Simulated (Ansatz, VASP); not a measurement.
# AlCo: VASP beside Ansatz, part 2 of 2

Wanted: the spread between two codes on one cell, functional and k mesh. The structure shown is the end of the Ansatz relaxation below.

VASP 6.6.1 and Ansatz 0.2.0.

So far: Set-up; Ansatz: relaxation, PBEsol; VASP: single point, PBEsol, pair 1; Differences; VASP: single point, PBEsol, pair 2.

## 6. VASP: single point, PBEsol, pair 2 (continued)

Level of this step: PBEsol, no spin polarisation; plane waves and PAW (Co, Al) (VASP).

Numbers of over 12 decimals in the logs are rounded to 6 here.

From OUTCAR (step 6):

```text
  Total        0.0171934      0.0171934      0.3722466      0.0000000     -0.0000000      0.0000000
  in kB        1.2302436      1.2302436     26.6354864      0.0000000     -0.0000000      0.0000000
  external PRESSURE =       9.6986579 kB  Pullay stress =       0.0000000 kB

 POSITION                                       TOTAL-FORCE (eV/Angst)
 -----------------------------------------------------------------------------------
      1.41539      1.41539      1.39714         0.000000      0.000000      0.000000
      0.00000      0.00000      0.00000         0.000000      0.000000      0.000000
 -----------------------------------------------------------------------------------
    total drift:                                0.000000     -0.000000     -0.000000

  FREE ENERGIE OF THE ION-ELECTRON SYSTEM (eV)
  ---------------------------------------------------
  free  energy   TOTEN  =       -13.0827832322 eV

  energy  without entropy=      -13.0761313708  energy(sigma->0) =      -13.07945730

[... 1 part as in an earlier step ...]

[... 2 further parts left out ...]
[key lines of the parts left out:]
E-fermi :  10.8829
```

The run ends at a pressure of 0.97 GPa.

## 7. Differences

What differs besides the data sets and the points named for the pairs above, as far as they apply: the data sets hold 20 valence electrons in Ansatz (on its PAW soft_1 files) and 12 in VASP. Total energies have different zeros and are not compared.

Both answers:

```
      quantity  Ansatz  VASP  difference
pressure (GPa)    0.85  0.97       -0.12
```

## 8. Ansatz: relaxation, PBEsol

This run makes the geometry at which the two programs are then compared. The cell compared in this pair holds 22.57 Å³, against 22.39 Å³ for the pair before.

The structure compared here is the end of the Ansatz relaxation.

File input.yaml:

```yaml
crystal:
  lattice:
    - [2.815445745, 0.0, 0.0]
    - [0.0, 2.815445745, 0.0]
    - [0.0, 0.0, 2.85072702]
  atoms:
    - { symbol: Co, position: [0.5, 0.5, 0.5] }
    - { symbol: Al, position: [0.0, 0.0, 0.0] }
kpoints:
  mp_grid: { grid: [15, 15, 15] }
scf:
  occupations: { method: fermi_dirac, width: 0.05 }
hamiltonian:
  xc: pbesol
  pseudopotentials: { kind: paw, azcp: { folder: soft_1 }, xc_functional: pbe }
basis:
  ecutwfc: 600
output:
  forces: true
  stress: true
relax:
  f_tol: 0.005
  max_steps: 70
  cell: { stress_tol: 0.02, p_target: 0, fix: [c, alpha, beta, gamma] }
```

Command:

```console
$ ansatz run input.yaml --threads 4 --pin off --max-ram 10240MiB --backend cpu --events-out ev --progress --plain --runs-dir out
```

Log:

```text
[...]
Crystal: 2 atoms, lattice volume = 22.597 Å³
Basis set: ecut = 600 eV, 747 PW (Γ), exchange–correlation on 48×48×48 points (8 copies of the dense FFT grid, shifted against one another)
Bands: 14, of which v1, the nominal top of the filled ones, is band 10 counted from 1 (9 counted from 0)
Symmetry: 16 space group operations
[...]
k-points: 288 of 3375
[...]
0.000105       0.000000      -0.000000
        0.000000       0.000105      -0.000000
       -0.000000      -0.000000      -2.152872
  P = ⅓ Tr σ = -0.7176 GPa (-7.176 kbar)
--- Relaxed structure (3 steps of the walk, 3 accepted, 1 SCFs on fresh bases) ---
[...]
cell:  # Å, volume = 22.5732 Å³
    - [2.813964, 0, 0]
    - [0, 2.813964, 0]
    - [0, 0, 2.85072702]
  atoms:
    - { symbol: Co, position: [0.5, 0.5, 0.5] }
    - { symbol: Al, position: [0, 0, 0] }
[key lines of the parts left out:]
SCF converged after 7 iterations
Free energy (F): -5618.782951 eV
Fermi energy:    14.762855 eV
```

## 9. VASP: single point, PBEsol, pair 3

The same cell, functional, mesh and smearing now go to VASP, with its own data sets.

File INCAR:

```
SYSTEM = AlCo
PREC = Accurate
ENCUT = 600
EDIFF = 1E-06
NELM = 120
ISMEAR = -1
SIGMA = 0.05
LREAL = .FALSE.
ALGO = Normal
GGA = PS
NBANDS = 12
LASPH = .TRUE.
LORBIT = 11
LWAVE = .FALSE.
LCHARG = .FALSE.
ISIF = 2
GGA_COMPAT = .FALSE.
KPAR = 2
```

File POSCAR:

```
AlCo
1.0
    2.8139642750      0.0000000000      0.0000000000
    0.0000000000      2.8139642750      0.0000000000
    0.0000000000      0.0000000000      2.8507270200
Co Al
1 1
Direct
    0.5000000000      0.5000000000      0.5000000000
    0.0000000000      0.0000000000      0.0000000000
```

File KPOINTS:

```
Automatic mesh
0
Gamma
15 15 15
0 0 0
```

PAW data sets: Co and Al (PBE family, release 64).

Command:

```console
$ mpirun -np 2 vasp_std
```

Log:

```text
[... set-up lines as in an earlier step ...]
 entering main loop
       N       E                     dE             d eps       ncg     rms          rms(c)
DAV:   1     0.395625210643E+02    0.39563E+02   -0.58340E+03  6992   0.119E+03
DAV:   2    -0.132086620292E+02   -0.52771E+02   -0.48644E+02  7104   0.191E+02
DAV:   3    -0.149741254399E+02   -0.17655E+01   -0.17477E+01  8304   0.414E+01
DAV:   4    -0.150015556611E+02   -0.27430E-01   -0.27420E-01  7896   0.464E+00
[...]
DAV:  10    -0.130831437400E+02    0.52229E-03   -0.47735E-04  7992   0.181E-01    0.146E-01
DAV:  11    -0.130831212474E+02    0.22493E-04   -0.24458E-05  8716   0.478E-02    0.102E-02
DAV:  12    -0.130831207890E+02    0.45835E-06   -0.73735E-07  5900   0.720E-03
   1 F= -.13083121E+02 E0= -.13079716E+02  d E =-.680901E-02
```

From OUTCAR (step 9):

```text
  Total        0.0159266      0.0159266     -0.2864302      0.0000000      0.0000000      0.0000000
  in kB        1.1304214      1.1304214    -20.3299621      0.0000000      0.0000000      0.0000000
  external PRESSURE =      -6.0230398 kB  Pullay stress =       0.0000000 kB

 POSITION                                       TOTAL-FORCE (eV/Angst)
 -----------------------------------------------------------------------------------
      1.40698      1.40698      1.42536         0.000000      0.000000      0.000000
      0.00000      0.00000      0.00000         0.000000      0.000000      0.000000
 -----------------------------------------------------------------------------------
    total drift:                                0.000000      0.000000     -0.000000

  FREE ENERGIE OF THE ION-ELECTRON SYSTEM (eV)
  ---------------------------------------------------
  free  energy   TOTEN  =       -13.0831207890 eV

  energy  without entropy=      -13.0763117803  energy(sigma->0) =      -13.07971628

[... 1 part as in an earlier step ...]

[... 2 further parts left out ...]
[key lines of the parts left out:]
E-fermi :  10.7697
```

The run ends at a pressure of -0.60 GPa.

## 10. Side by side

What differs besides the data sets and the points named for the pairs above, as far as they apply: the data sets hold 20 valence electrons in Ansatz (on its PAW soft_1 files) and 12 in VASP. Total energies have different zeros and are not compared.

The two programs side by side:

```
      quantity  Ansatz   VASP  difference
pressure (GPa)   -0.72  -0.60       -0.12
```

## 11. Outcome

```
difference in pressure (single point, PBEsol, pair 1) : -0.11 GPa
difference in pressure (single point, PBEsol, pair 2) : -0.12 GPa
difference in pressure (single point, PBEsol, pair 3) : -0.12 GPa
```

**Reading.** The difference in pressure is -0.12 GPa (single point, PBEsol, pair 2), within the 1 GPa picked in this series as the mark of a large difference. The data sets hold unlike numbers of valence electrons (20 in Ansatz and 12 in VASP), so part of the differences comes from the potentials. 4 further runs of this series are not shown here. Such differences can come from data sets, numerical settings and the points named under the comparisons, not from the functional's error against experiment.

[Lines on the potential files, build, host, timing and source positions are cut from VASP's logs without a mark.]

[Logs are printed without paths, hosts, clocks, repeated set-up lines and the standing remarks that a program may print on its own settings, such as how far it seeks lower states.]

[Hosts, paths, dates, database ids (printed as entryN), source tags and the programs' standing remarks are cut or masked in the printed files.]
